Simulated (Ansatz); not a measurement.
# Infrared modes and screening in KBr (Pm-3m)

Perturbation theory with PBEsol in the PAW code Ansatz on the PBEsol cell, ground state and force constants on a 6×6×6 mesh. (Simulation; spin polarisation is off.)

Space group Pm-3m (No. 221), cubic; a = 3.933 Å in the conventional setting, 30.42 Å³ an atom. K is surrounded by 8 Br at 3.41 Å; Br is surrounded by 8 K at 3.41 Å.

```cif
data_structure
_symmetry_space_group_name_H-M 'Pm-3m'
_symmetry_Int_Tables_number 221
_cell_length_a 3.9329
_cell_length_b 3.9329
_cell_length_c 3.9329
_cell_angle_alpha 90.000
_cell_angle_beta 90.000
_cell_angle_gamma 90.000
_cell_volume 60.83
loop_
_atom_site_label
_atom_site_type_symbol
_atom_site_symmetry_multiplicity
_atom_site_Wyckoff_symbol
_atom_site_fract_x
_atom_site_fract_y
_atom_site_fract_z
_atom_site_occupancy
K1 K 1 a 0.00000 0.00000 0.00000 1
Br1 Br 1 b 0.50000 0.50000 0.50000 1
```

Optical modes without the longitudinal term:

| ω (cm⁻¹) | degeneracy | IR intensity, summed over the level ((D/Å)²/amu) |
| --- | --- | --- |
| 90 | 3 | 3.83 |

The optical mode at Γ lies at 90 cm⁻¹ without the longitudinal term. With the long-range field the highest mode reaches 152 cm⁻¹.

The clamped-ion dielectric constant comes out as 2.97 in all directions. With the ions relaxed, ε⁰ is 8.5 in all directions. Born charges, averaged over directions: K +1.20, Br -1.20 e.

With one polar mode in a cubic crystal the Lyddane-Sachs-Teller relation applies: (ω_LO/ω_TO)² = (151.9/89.7)² = 2.869, and ε⁰/ε∞ = 8.529/2.973 = 2.869. The refractive index √ε∞ is 1.72.

For comparison, on the r2SCAN cell the mean ε∞ is 2.73 with r2SCAN (ground state on 6×6×6; least gap 4.77 eV), 2.88 with PBE (ground state on 6×6×6; least gap 4.02 eV).

The runs are scalar-relativistic, without spin-orbit coupling.
